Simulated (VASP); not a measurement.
# InSe: relaxation of cell and atoms with PBE+D3(BJ)

Crystal: InSe.

```
In Se
1.0
     4.03306    0.00000    0.00000
    -2.01653    3.49273    0.00000
     0.00000    0.00000   16.75718
In Se
4 4
Direct
  0.33333 0.66667 0.16664
  0.66667 0.33333 0.66664
  0.33333 0.66667 0.33336
  0.66667 0.33333 0.83336
  0.33333 0.66667 0.58971
  0.66667 0.33333 0.08971
  0.33333 0.66667 0.91029
  0.66667 0.33333 0.41029
```

```yaml
Program: VASP 6.6.1
Task: relaxation of cell and atoms
Functional: PBE
Dispersion: D3(BJ)
Potentials_or_basis: VASP PAW PBE potentials, release 64 (In_d, Se)
Cutoff: 600 eV
k_mesh: 9 × 9 × 2
Occupations: gaussian, width 0.03 eV
Spin: no spin polarisation
Further_INCAR_settings: ALGO = Normal; EDIFF = 1e-07; IBRION = 2; EDIFFG = -0.005; NSW = 90; ISIF = 3
```

```
Relaxed volume                         : 29.50 Å³/atom
Relaxed cell                           : a = 4.033 Å, b = 4.033 Å, c = 16.758 Å, α = 90.00°, β = 90.00°, γ = 120.00°
Space group after relaxing (to 0.05 Å) : P6_3/mmc (No. 194)
Energy gained by relaxing              : 0.0 meV/atom
Ionic steps                            : 2
Pressure after relaxing                : 0.0 GPa
Largest force after relaxing           : 0.004 eV/Å
Band gap on the k mesh                 : 0.35 eV, direct
Dispersion energy per atom             : -0.297 eV
```

Forces in eV/Å, atoms in the order of the input:
```
In   0.000  0.000  0.004
In   0.000  0.000  0.004
In   0.000  0.000 -0.004
In   0.000  0.000 -0.004
Se   0.000  0.000  0.003
Se   0.000  0.000  0.003
Se   0.000  0.000 -0.003
Se   0.000  0.000 -0.003
```

Final structure:
```cif
data_structure
_symmetry_space_group_name_H-M 'P 1'
_symmetry_Int_Tables_number 1
_cell_length_a 4.0326
_cell_length_b 4.0326
_cell_length_c 16.7579
_cell_angle_alpha 90.000
_cell_angle_beta 90.000
_cell_angle_gamma 120.000
_cell_volume 236.00
loop_
_atom_site_label
_atom_site_type_symbol
_atom_site_fract_x
_atom_site_fract_y
_atom_site_fract_z
_atom_site_occupancy
In1 In 0.33333 0.66667 0.16663 1
In2 In 0.66667 0.33333 0.66663 1
In3 In 0.33333 0.66667 0.33337 1
In4 In 0.66667 0.33333 0.83337 1
Se1 Se 0.33333 0.66667 0.58973 1
Se2 Se 0.66667 0.33333 0.08973 1
Se3 Se 0.33333 0.66667 0.91027 1
Se4 Se 0.66667 0.33333 0.41027 1
```

Levels at points of the mesh, in eV from the valence-band top:
```csv
k point,band 36,band 37,band 38,band 39,band 40,band 41
"(0.00, 0.00, 0.00)",-1.09,-1.09,0.00,0.35,1.73,2.12
"(0.00, 0.00, 0.50)",-1.12,-0.92,-0.92,1.22,1.22,2.13
```

Wall time 6.8 min on 2 MPI ranks on Intel(R) Xeon(R) Platinum 8488C (Sapphire Rapids), on a shared host, peak memory 0.54 GiB a rank.

Caveat: spin-orbit coupling is left out, which moves the levels of the heavy elements. As with any semilocal functional, this PBE gap is likely too small.
